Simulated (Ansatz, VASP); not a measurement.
# One calculation of AlN, two programs

```
Al N
1.0
     3.11383    0.00000    0.00000
    -1.55692    2.69666    0.00000
     0.00000    0.00000    4.98356
Al N
2 2
Direct
  0.33333 0.66667 0.99650
  0.66667 0.33333 0.49650
  0.33333 0.66667 0.37850
  0.66667 0.33333 0.87850
```

Alike in both runs: functional PBEsol; k mesh 9 × 9 × 6; occupations gaussian, width 0.02 eV; no spin polarisation.

Ansatz relaxed the structure, and its values are those at the end. VASP's run is a single point on that final structure, the one shown.

|  | VASP | Ansatz |
| --- | --- | --- |
| version | VASP 6.6.1 | Ansatz 0.2.0 |
| potentials or method | VASP PAW PBE potentials, release 64 (Al, N) | scalar-relativistic, plane waves, PAW |
| plane-wave cutoff (eV) | 520 | 420 |
| valence electrons in the cell | 16 | 16 |

|  | VASP | Ansatz | Ansatz less VASP |
| --- | --- | --- | --- |
| gap on the k mesh at the Fermi level (eV) | 4.11 | 4.09 | -0.017 |
| least direct gap on the mesh (eV) | 4.11 | 4.09 | -0.017 |
| pressure (GPa) | 0.0 | 0.0 | +0.02 |

Caveats: the PAW data sets were made with another functional, which shifts forces and pressure a little (VASP); an odd mesh through Γ misses points on the zone boundary, where band edges often lie.
